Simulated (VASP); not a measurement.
A run of VASP 6.6.1 is set up as follows.

INCAR

```
SYSTEM = SiC
PREC     = Accurate       ! precision mode
ENCUT    = 520            ! plane-wave cutoff, eV
EDIFF    = 1E-6           ! SCF threshold, eV
ISMEAR   = 0              ! smearing method
SIGMA    = 0.02           ! smearing width, eV
LREAL    = .False.        ! projectors in reciprocal space
LASPH    = .True.         ! aspherical terms in the spheres
NELM     = 100            ! most SCF steps
ALGO     = Normal         ! electronic algorithm
ISIF     = 2              ! what is computed and relaxed
LWAVE    = .False.        ! write WAVECAR
LCHARG   = .False.        ! write CHGCAR
GGA      = PE             ! functional
NBANDS   = 16             ! bands
```

File KPOINTS:

```
regular mesh
0
Gamma
  8 6 10
  0 0 0
```

POSCAR

```
SiC
1.0
    3.1564802839      0.0000000000      0.0000000000
    0.0000000000      4.4639371775      0.0000000000
    0.0000000000      0.0000000000      3.0500959376
Si C
2 2
Direct
    0.0000000000      0.0000000000      0.0000000000
    0.5000000000      0.5000000000      0.5000023000
    0.5000000000      0.2500000000      0.0000000000
    1.0000000000      0.7500000000      0.5000023000
```

Potentials or basis: VASP PAW PBE potentials, release 64 (Si, C).

Command:

```bash
$ cat potpaw_PBE.64/Si/POTCAR potpaw_PBE.64/C/POTCAR > POTCAR
$ mpirun -np 1 vasp_std > vasp.out
```

(1) What does it give for the pressure?

(2) Estimate the largest force.

(3) What does it give for the band gap on the k mesh?

## Answers

(1) -4.4 GPa.

(2) 0.219 eV/Å.

(3) 1.20 eV.
